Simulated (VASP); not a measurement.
A run of VASP 6.6.1 is set up as follows.

INCAR

```
SYSTEM = CuI
PREC = Accurate
ENCUT = 600
EDIFF = 1E-7
ISMEAR = 0
SIGMA = 0.03
LREAL = .FALSE.
LASPH = .TRUE.
NELM = 80
ALGO = Fast
ISIF = 2
LWAVE = .FALSE.
LCHARG = .FALSE.
GGA = PS
IBRION = 2
NSW = 40
EDIFFG = -0.01
```

KPOINTS

```
regular mesh
0
G
  8 8 8
  0 0 0
```

The input POSCAR:

```
CuI                                     
1.0
    0.0000000000      3.0313076590      3.0313076590
    3.0313076590      0.0000000000      3.0313076590
    3.0313076590      3.0313076590      0.0000000000
  Cu              I             
     1     1
Direct
     0.2500000000000000    0.2500000000000000    0.2500000000000000
     0.0000000000000000    0.0000000000000000    0.0000000000000000
```

Potentials or basis: VASP PAW PBE potentials, release 64 (Cu, I).

The run is started by

```bash
$ cat potpaw_PBE.64/Cu/POTCAR potpaw_PBE.64/I/POTCAR > POTCAR
$ mpirun -np 1 vasp_std > vasp.out
```

Q: Predict the band gap on the k mesh.

A: 1.03 eV, direct.

Final structure:
```yaml
crystal:
  lattice:
    - [0.00000, 3.03131, 3.03131]
    - [3.03131, 0.00000, 3.03131]
    - [3.03131, 3.03131, 0.00000]
  atoms:
    - { symbol: Cu, position: [0.25000, 0.25000, 0.25000] }
    - { symbol: I, position: [0.00000, 0.00000, 0.00000] }
```

Caveat: the relaxation stopped at its first step, so nothing moved; spin-orbit coupling is left out, which moves the levels of the heavy elements.
